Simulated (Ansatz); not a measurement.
Ionic part of the dielectric constant of ZnS at 25 GPa, mode by mode

These are results of DFT PBEsol, scalar-relativistic, plane waves, PAW in Ansatz 0.2.0, not measurements. Plane waves to 420 eV; Γ-centred k mesh 10×10×10; fixed occupations. No spin polarisation. Phonons by linear response, acoustic sum rule imposed.

It takes space group F-43m (No. 216, cubic). The conventional cell has a = 5.007 Å, b = 5.007 Å, c = 5.007 Å, α = 90.00°, β = 90.00°, γ = 90.00°. Zn (site symmetry -43m) is surrounded by 4 S at 2.17 Å. S (site symmetry -43m) is surrounded by 4 Zn at 2.17 Å.

The real crystal has changed phase below this pressure.

The primitive cell has V = 31.39 Å³ and ε∞,zz = 6.234. Each polar mode adds Δε = (4.92064×10⁷/V)·S/ν² along z, with S its oscillator strength in e²/amu, ν in cm⁻¹ and V in Å³.

Problem. From these modes, find each Δε and ε0,zz.
```json
{"ν (cm⁻¹)": "387.3", "S_zz (e²/amu)": "0.1269"}
```

Solution.
```tsv
ν (cm⁻¹)	Δε
387.3	1.33
```

The sum is 1.326, so ε0,zz = 7.56; the run's tensor has 7.56.

Problem. Where do the longitudinal modes lie for a wave vector along z?

Solution. At 426 cm⁻¹. The Lyddane–Sachs–Teller product Π(ν_LO/ν_TO)² = 1.21 matches ε0/ε∞ = 1.21.

Cost: 1 run of about 1 core-minutes, on Intel Xeon Processor @ 2.70GHz (shared hosts).

The static dielectric response of this compressed zincblende lattice is mainly electronic: the ionic part adds only 1.33 to an ε∞ of 6.234. With two atoms per primitive cell, the only optical vibration at the zone centre is the threefold-degenerate motion of Zn against S, so one polar mode carries the whole lattice contribution, and cubic symmetry makes it the same in every direction. Its modest size reflects partly covalent Zn–S bonding, which limits the dynamical charges while providing a stiff restoring force. Because the contribution scales as the inverse square of the frequency, a stiff mode polarises little in a static field.

The longitudinal mode lies higher, at 426 cm⁻¹, because its macroscopic field adds to the restoring force, though electronic screening weakens that field. The Lyddane–Sachs–Teller agreement shows internal consistency, not accuracy. A semilocal functional probably overestimates ε∞ by making the gap too small, which would also make the longitudinal–transverse splitting somewhat too small. A single volume doesn't show how compression divides its effect between mode stiffness and dynamical charge.
